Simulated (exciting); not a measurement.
Set up this calculation in exciting (release sodium), as an ASE script.

- Task: optical spectrum
- Functional: RPBE
- Potentials or basis: all-electron LAPW+lo, shipped species files, valence relativity iora*
- rgkmax: 8
- k mesh: 4 × 4 × 4, shifted
- Occupations: gaussian, width 0.1 eV
- Spin: no spin polarisation
- outputlevel: low
- Top of the spectrum (Ha): 0.5 Ha
- Broadening (Ha): 0.02 Ha
- gmaxvr (cutoff of density and potential): 14 1/bohr
- lmaxapw (and lmaxmat): 10
- lmaxvr: 8
- nempty: 28
- Valence relativity: iora*
- epsengy: 1e-05 Ha
- epspot: 1e-05 Ha
- maxscl: 60
- Muffin-tin radii: Cd 2.3, Se 2.0 bohr

The structure of CdSe lies in POSCAR:

```
CdSe
1.0
    0.0000000000      3.0702711986      3.0702711986
    3.0702711986      0.0000000000      3.0702711986
    3.0702711986      3.0702711986      0.0000000000
Cd Se
1 1
Direct
    0.0000000000      0.0000000000      0.0000000000
    0.2500000000      0.2500000000      0.2500000000
```

Measurements of this composition are mostly on another form, of space group No. 186.

The input as run:

run_exciting.py

```python
import subprocess
import xml.etree.ElementTree as ET
from ase.io import read
from ase.units import Bohr

atoms = read("POSCAR")
rmt = {'Cd': 2.3, 'Se': 2.0}  # bohr
tasks = """
<groundstate do="fromscratch" ngridk="4 4 4" rgkmax="8" gmaxvr="14" lmaxapw="10" lmaxmat="10" lmaxvr="8" stype="Gaussian" swidth="0.00367493" nempty="28" ValenceRelativity="iora*" epsengy="1e-05" epspot="1e-05" maxscl="60" outputlevel="low" vkloff="0.5 0.5 0.5">
  <libxc exchange="XC_GGA_X_RPBE" correlation="XC_GGA_C_PBE"/>
</groundstate>
<properties>
  <momentummatrix/>
  <dielmat intraband="false" wmax="0.5" wgrid="200" swidth="0.02" tevout="true">
    <epscomp>1 1</epscomp>
    <epscomp>2 2</epscomp>
    <epscomp>3 3</epscomp>
  </dielmat>
</properties>
"""

root = ET.Element("input")
ET.SubElement(root, "title").text = "CdSe"
structure = ET.SubElement(root, "structure", speciespath="./", tshift="false")
crystal = ET.SubElement(structure, "crystal", scale="1.0")
for vector in atoms.cell / Bohr:
    ET.SubElement(crystal, "basevect").text = " ".join(f"{x:.12f}" for x in vector)
symbols = atoms.get_chemical_symbols()
for element in dict.fromkeys(symbols):
    species = ET.SubElement(structure, "species", speciesfile=element + ".xml", rmt=str(rmt[element]))
    for symbol, position in zip(symbols, atoms.get_scaled_positions(wrap=False)):
        if symbol == element:
            ET.SubElement(species, "atom", coord=" ".join(f"{x:.12f}" for x in position))
root.extend(ET.fromstring("<tasks>" + tasks + "</tasks>"))
ET.indent(root)
ET.ElementTree(root).write("input.xml")
subprocess.run(["exciting_smp"], check=True)
```

Potentials or basis: all-electron LAPW+lo, shipped species files, valence relativity iora*.

Run with:

```console
$ OMP_NUM_THREADS=1 python run_exciting.py
```

Wall time 110 s on 1 thread of Arm Neoverse V1, on a shared host, peak memory 0.39 GiB.
